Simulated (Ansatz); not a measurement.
## GaSb: equation of state with PBE

The system is GaSb.

```
CELL_PARAMETERS angstrom
0.00000 3.05900 3.05900
3.05900 0.00000 3.05900
3.05900 3.05900 0.00000
ATOMIC_POSITIONS crystal
Sb 0.75000 0.75000 0.75000
Ga 0.00000 0.00000 0.00000
```

* Program: Ansatz 0.2.0
* Task: equation of state
* Functional: PBE
* Potentials or basis: Ansatz PAW
* Cutoff: 420 eV
* Density cutoff: 1680 eV
* k mesh: 8 × 8 × 8
* Occupations: fermi-dirac, width 0.05 eV
* Spin: no spin polarisation

- Equilibrium volume: 30.01 Å³/atom
- Bulk modulus: 44 GPa
- Pressure derivative of the bulk modulus: 4.7 (rough: it moves with the points fitted)

Energy against volume, from the lowest point:
```csv
volume (Å³/atom),energy (meV/atom)
26.907,54.18
27.480,34.48
28.052,19.75
28.625,9.40
29.197,2.93
29.770,0.00
30.342,0.28
```

All runs of the series together: 12 s on 2 threads of Arm Neoverse V2 (shared host).

The run has no spin-orbit coupling, so splittings on Sb are missing. PBE usually gives volumes a little too large and moduli too small.
